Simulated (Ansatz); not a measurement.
## One atom moved along a line in SnO$_{2}$

All numbers below come from DFT LDA, scalar-relativistic, plane waves, PAW in Ansatz. Cutoff 420 eV, Γ-centred 6×6×8 k-points, Gaussian smearing of 0.05 eV. No spin polarisation. Energies are free energies at this smearing, counted from the undisturbed cell; pressure is positive in compression.

The undisturbed cell (relaxed at this level):

```
CELL_PARAMETERS angstrom
4.72127 0.00000 0.00000
0.00000 4.72425 0.00000
0.00000 0.00000 3.19002
ATOMIC_POSITIONS crystal
Sn 0.50000 0.50000 0.50000
Sn 0.00000 0.00000 0.00000
O 0.30557 0.30657 0.00000
O 0.80557 0.19343 0.50000
O 0.19443 0.80657 0.50000
O 0.69443 0.69343 0.00000
```

Atom 1 (Sn) is moved by x along the Cartesian unit vector (0.706, -0.708, 0.000); the cell and all other atoms stay fixed.

```
  x (Å)  ΔE (meV/cell)
-0.1000          122.6
-0.0600           43.5
-0.0200            4.8
 0.0000            0.0
 0.0300           10.8
 0.0400           19.2
 0.0500           30.1
 0.0700           59.3
 0.0800           77.8
 0.0900           98.8
```

Q: Predict the pressure (GPa) at each point.

A:
```
  x (Å) pressure (GPa)
-0.1000             0.8
-0.0600             0.3
-0.0200             0.0
 0.0000             0.0
 0.0300             0.1
 0.0400             0.1
 0.0500             0.2
 0.0700             0.4
 0.0800             0.5
 0.0900             0.6
```

Cost: 10 runs of about 5.7 core-minutes in all, on Intel Xeon Processor @ 2.50GHz (Skylake/Cascade Lake) (shared hosts).